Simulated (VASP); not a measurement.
# SnSe (Pm-3m) in VASP: further runs, part 2 of 2

VASP 6.6.1. The steps go on from the part before.

## 5. Relaxation of the atoms, PBE+D3(BJ) (a relaxed cell with its volume scaled by 0.98)

INCAR

```
  ALGO = Fast
  EDIFF = 1E-7
  EDIFFG = -0.01
  ENCUT = 600
  GGA = PE
  IBRION = 2
  ISIF = 2
  ISMEAR = 0
  IVDW = 12
  LASPH = T
  LCHARG = F
  LREAL = F
  LWAVE = F
  NELM = 80
  NSW = 40
  PREC = Accurate
  SIGMA = 0.03
```

KPOINTS

```
k-points
0
Gamma
  8 8 8
```

POSCAR

```
SnSe                                    
1.0
    3.6089001110      0.0000000000      0.0000000000
    0.0000000000      3.6089001110      0.0000000000
    0.0000000000      0.0000000000      3.6089001110
  Sn              Se            
     1     1
Direct
     0.5000000000000000    0.5000000000000000    0.5000000000000000
     0.0000000000000000    0.0000000000000000    0.0000000000000000
```

Potentials or basis: VASP PAW PBE potentials, release 64 (Sn_d, Se).

Launch:

```sh
$ cat potpaw_PBE.64/Sn_d/POTCAR potpaw_PBE.64/Se/POTCAR > POTCAR
$ mpirun -np 1 vasp_std > vasp.out
```

OUTCAR:

```text
EDIFF = 1E-7
   EDIFFG = -0.01
   ENCUT = 600
   GGA = PE
   IBRION = 2
   ISIF = 2
   ISMEAR = 0
   IVDW = 12
   LASPH = T
   LREAL = F
   NELM = 80
   NSW = 40
   PREC = Accurate
 IVDW          = 12

 ion  position               nearest neighbor table
   1  0.500  0.500  0.500-   2 3.13   2 3.13   2 3.13   2 3.13   2 3.13   2 3.13   2 3.13   2 3.13

   2  0.000  0.000  0.000-   1 3.13   1 3.13   1 3.13   1 3.13   1 3.13   1 3.13   1 3.13   1 3.13

  LATTYP: Found a simple cubic cell.
 ALAT       =     3.6089001110

  Lattice vectors:

 A1 = (   3.6089001110,   0.0000000000,   0.0000000000)
 A2 = (   0.0000000000,   3.6089001110,   0.0000000000)
 A3 = (   0.0000000000,   0.0000000000,   3.6089001110)

Analysis of symmetry for initial positions (statically):
=====================================================================
 Subroutine PRICEL returns:
 Original cell was already a primitive cell.

 Routine SETGRP: Setting up the symmetry group for a
 simple cubic supercell.

 Subroutine GETGRP returns: Found 48 space group operations
 (whereof 48 operations were pure point group operations)
 out of a pool of 48 trial point group operations.

The static configuration has the point symmetry O_h .

Analysis of symmetry for dynamics (positions and initial velocities):
=====================================================================
 Subroutine PRICEL returns:
 Original cell was already a primitive cell.

 Routine SETGRP: Setting up the symmetry group for a
 simple cubic supercell.

 Subroutine GETGRP returns: Found 48 space group operations
 (whereof 48 operations were pure point group operations)
 out of a pool of 48 trial point group operations.

The dynamic configuration has the point symmetry O_h .

 Subroutine INISYM returns: Found 48 space group operations
 (whereof 48 operations are pure point group operations),
 and found     1 'primitive' translations

----------------------------------------------------------------------------------------

                                     Primitive cell

  volume of cell :      47.0029

  direct lattice vectors                    reciprocal lattice vectors
     3.608900111  0.000000000  0.000000000     0.277092734  0.000000000  0.000000000
     0.000000000  3.608900111  0.000000000     0.000000000  0.277092734  0.000000000
     0.000000000  0.000000000  3.608900111     0.000000000  0.000000000  0.277092734

  length of vectors
     3.608900111  3.608900111  3.608900111     0.277092734  0.277092734  0.277092734

  position of ions in fractional coordinates (direct lattice)
     0.500000000  0.500000000  0.500000000
     0.000000000  0.000000000  0.000000000

  ion indices of the primitive-cell ions
   primitive index   ion index
                 1           1
                 2           2

----------------------------------------------------------------------------------------

 KPOINTS: k-points

Automatic generation of k-mesh.
 Grid dimensions read from file:
 generate k-points for:    8    8    8

 Generating k-lattice:

  Cartesian coordinates                     Fractional coordinates (reciprocal lattice)
     0.034636592  0.000000000  0.000000000     0.125000000  0.000000000  0.000000000
     0.000000000  0.034636592  0.000000000     0.000000000  0.125000000  0.000000000
     0.000000000  0.000000000  0.034636592     0.000000000  0.000000000  0.125000000

  Length of vectors
[... 45 lines left out ...]
 SYSTEM =  unknown system
   PREC   = accura    normal or accurate (medium, high low for compatibility)
   ISTART =      0    job   : 0-new  1-cont  2-samecut
   ICHARG =      2    charge: 1-file 2-atom 10-const
   ISPIN  =      1    spin polarized calculation?
   LNONCOLLINEAR =      F non collinear calculations
   LSORBIT =      F    spin-orbit coupling
   LASPH  =      T    aspherical Exc in radial PAW
   ENCUT  =  600.0 eV  44.10 Ry    6.64 a.u.   7.21  7.21  7.21*2*pi/ulx,y,z
   NELM   =     80;   NELMIN=  2; NELMDL= -5     # of ELM steps
   EDIFF  = 0.1E-06   stopping-criterion for ELM
   LREAL  =      F    real-space projection
   EDIFFG = -.1E-01   stopping-criterion for IOM
   NSW    =     40    number of steps for IOM
   IBRION =      2    ionic relax: 0-MD 1-quasi-New 2-CG
   NFREE  =      1    steps in history (QN), initial steepest desc. (CG)
   ISIF   =      2    stress and relaxation
   ISYM   =      2    0-nonsym 1-usesym 2-fastsym
   POTIM  = 0.5000    time-step for ionic-motion
   TEBEG  =    0.0;   TEEND  =   0.0 temperature during run
   PSTRESS=    0.0 pullay stress
   NELECT =      20.0000    total number of electrons
   NUPDOWN=      -1.0000    fix difference up-down
   EMIN   =  10.00;   EMAX   =-10.00  energy-range for DOS
   EFERMI =   0.00;   METHOD = LEGACY
   ISMEAR =     0;   SIGMA  =   0.03  broadening in eV -4-tet -1-fermi 0-gaus
   EFERMI_NEDOS =   21; number of points for ismear=-14 and -15
   IALGO  =     68    algorithm
   IMIX   =      4    mixing-type and parameters
     AMIX     =   0.40;   BMIX     =  1.00
     AMIX_MAG =   1.60;   BMIX_MAG =  1.00
  volume/ion in A,a.u.               =      23.50       158.60
  Fermi-wavevector in a.u.,A,eV,Ry     =   1.231336  2.326888 20.629000  1.516189
  Thomas-Fermi vector in A             =   2.366150
   LORBIT       =      0    0 simple, 1 ext, 2 COOP (PROOUT), +10 PAW based schemes
   GGA     = PE    functional components
   LHFCALC =     F    Hartree Fock is set to
   AEXX    =    0.0000 exact exchange contribution
   IVDW    =    12    specifies the selected vdW correction
   LEPSILON=     F    determine dielectric tensor
   LRPA    =     F    only Hartree local field effects (RPA)
 conjugate gradient relaxation of ions
 non-spin polarized calculation
 RMM-DIIS sequential band-by-band and
 Gauss-broadening in eV      SIGMA  =   0.03
  energy-cutoff  :      600.00
  volume of cell :       47.00
 maximum number of plane-waves:      1596
 NGX is ok and might be reduce to    30
   NGX = 15   NGY = 15   NGZ = 15

 number of electron      20.0000005 magnetization

 Free energy of the ion-electron system (eV)
  ---------------------------------------------------
  ext. energy  EPLUGINS =         0.00000000
  ---------------------------------------------------
  free energy    TOTEN  =        -7.67544018 eV

  energy without entropy =       -7.67429147  energy(sigma->0) =       -7.67486583

 E-fermi :   6.9035     XC(G=0): -10.4498

 val. band max:        6.8993915798   @ k =   0.3750   0.3750   0.3750
 cond. band min:       6.9183092667   @ k =   0.3750   0.1250   0.0000
 fundamental gap:      0.0189176869
 Fermi energy:         6.9034813751

 k-point     1 :       0.0000    0.0000    0.0000
  band No.  band energies     occupation
      1     -14.7028      2.00000
      2     -14.7028      2.00000
      3     -14.6137      2.00000
      4     -14.6137      2.00000
      5     -14.6137      2.00000
      6      -7.1857      2.00000
      7       1.2918      2.00000
      8       4.8765      2.00000
      9       4.8765      2.00000
     10       4.8765      2.00000
     11      11.1748      0.00000
     12      11.1748      0.00000
     13      13.3479      0.00000
     14      13.3479      0.00000
[... 377 lines left out ...]
      1     -14.6709      2.00000
      2     -14.6555      2.00000
      3     -14.6392      2.00000
      4     -14.6350      2.00000
      5     -14.5967      2.00000
      6      -5.3405      2.00000
      7       0.0119      2.00000
      8       2.1431      2.00000
      9       2.9597      2.00000
     10       5.9220      2.00000
     11       9.2668      0.00000
     12      10.1141      0.00000
     13      11.4052      0.00000
     14      14.5578      0.00000

 [... further k-points ...]

------------------------ aborting loop because EDIFF is reached ----------------------------------------

 Edisp (eV)   -0.81583

 E8    (eV) :    -0.3648

  FORCE on cell =-STRESS in cart. coord.  units (eV):
  Direction    XX          YY          ZZ          XY          YZ          ZX
  --------------------------------------------------------------------------------------
  -------------------------------------------------------------------------------------
  Total       0.25199     0.25199     0.25199     0.00000     0.00000    -0.00000
  in kB       8.58938     8.58938     8.58938     0.00000     0.00000    -0.00000
  external pressure =        8.59 kB  Pullay stress =        0.00 kB

 VOLUME and BASIS-vectors are now :
 -----------------------------------------------------------------------------
  energy-cutoff  :      600.00
  volume of cell :       47.00
      direct lattice vectors                 reciprocal lattice vectors
     3.608900111  0.000000000  0.000000000     0.277092734  0.000000000  0.000000000
     0.000000000  3.608900111  0.000000000     0.000000000  0.277092734  0.000000000
     0.000000000  0.000000000  3.608900111     0.000000000  0.000000000  0.277092734

 POSITION                                       TOTAL-FORCE (eV/Angst)
 -----------------------------------------------------------------------------------
      1.80445      1.80445      1.80445         0.000000      0.000000      0.000000
      0.00000      0.00000      0.00000         0.000000      0.000000      0.000000
 -----------------------------------------------------------------------------------
    total drift:                                0.000000      0.000000      0.000000

  FREE ENERGIE OF THE ION-ELECTRON SYSTEM (eV)
  ---------------------------------------------------
  free  energy   TOTEN  =        -8.4912717014 eV

  energy  without entropy=       -8.4901229995  energy(sigma->0) =       -8.49069735

 reached required accuracy - stopping structural energy minimisation
```

OSZICAR:

```text
N       E                     dE             d eps       ncg     rms          rms(c)
DAV:   1     0.130089008994E+03    0.13009E+03   -0.11416E+04   980   0.211E+03
DAV:   2     0.330867068057E+01   -0.12678E+03   -0.12422E+03  1064   0.420E+02
DAV:   3    -0.764712010488E+01   -0.10956E+02   -0.10386E+02  1226   0.993E+01
DAV:   4    -0.790608496441E+01   -0.25896E+00   -0.25885E+00  1100   0.167E+01
DAV:   5    -0.791160487691E+01   -0.55199E-02   -0.55198E-02  1392   0.258E+00    0.312E+00
RMM:   6    -0.768215268214E+01    0.22945E+00   -0.28700E-01  1054   0.373E+00    0.189E+00
RMM:   7    -0.767781960129E+01    0.43331E-02   -0.64278E-02  1006   0.137E+00    0.966E-01
RMM:   8    -0.767838252381E+01   -0.56292E-03   -0.14807E-02  1024   0.135E+00    0.228E-01
RMM:   9    -0.767548055678E+01    0.29020E-02   -0.61423E-03  1052   0.596E-01    0.693E-02
RMM:  10    -0.767542271058E+01    0.57846E-04   -0.59754E-04  1142   0.321E-01    0.254E-02
RMM:  11    -0.767543697464E+01   -0.14264E-04   -0.13101E-04  1175   0.125E-01    0.146E-02
RMM:  12    -0.767543988485E+01   -0.29102E-05   -0.29155E-05  1320   0.666E-02    0.866E-03
RMM:  13    -0.767543967109E+01    0.21376E-06   -0.73303E-06  1213   0.253E-02    0.772E-03
RMM:  14    -0.767544019428E+01   -0.52319E-06   -0.18204E-06  1147   0.164E-02    0.139E-03
RMM:  15    -0.767544017618E+01    0.18103E-07   -0.38184E-07   797   0.605E-03
   1 F= -.84912717E+01 E0= -.84906974E+01  d E =-.849127E+01
```

It took 13 s on 1 thread of Intel Xeon 6975P-C (Granite Rapids), shared host; peak memory 0.18 GiB.

What came out:

```
Free energy                : -8.4913 eV
Pressure after relaxing    : 0.9 GPa
Band gap on the k mesh     : none (metal or under the smearing width)
Dispersion energy per atom : -0.408 eV
```

Final structure:
```cif
data_structure
_symmetry_space_group_name_H-M 'P 1'
_symmetry_Int_Tables_number 1
_cell_length_a 3.6089
_cell_length_b 3.6089
_cell_length_c 3.6089
_cell_angle_alpha 90.000
_cell_angle_beta 90.000
_cell_angle_gamma 90.000
_cell_volume 47.00
loop_
_atom_site_label
_atom_site_type_symbol
_atom_site_fract_x
_atom_site_fract_y
_atom_site_fract_z
_atom_site_occupancy
Sn1 Sn 0.50000 0.50000 0.50000 1
Se1 Se 0.00000 0.00000 0.00000 1
```

Caveat: the relaxation stopped at its first step, so nothing moved; pairwise dispersion overbinds metals, which lowers pressure and volume.

## 6. Summary

| task | cell | gap on the mesh (eV) | pressure (GPa) |
| --- | --- | --- | --- |
| relaxation of cell and atoms | relaxed | none | 0.0 |
| relaxation of the atoms | atoms relaxed from: a relaxed cell with its volume scaled by 0.94 | none | 3.5 |
| relaxation of the atoms | atoms relaxed from: a relaxed cell with its volume scaled by 0.96 | none | 1.9 |
| relaxation of the atoms | atoms relaxed from: a relaxed cell with its volume scaled by 0.98 | none | 0.9 |

Alike in all rows: level PBE+D3(BJ); potentials or basis VASP PAW PBE potentials, release 64 (Sn_d, Se); no spin polarisation; k mesh 8 × 8 × 8; cutoff (eV) 600; smearing gaussian 0.03 eV.

Caveats: the relaxation stopped at its first step, so nothing moved; pairwise dispersion overbinds metals, which lowers pressure and volume.

Total energies depend on the potentials used, so only differences within one code and one set of settings carry meaning.
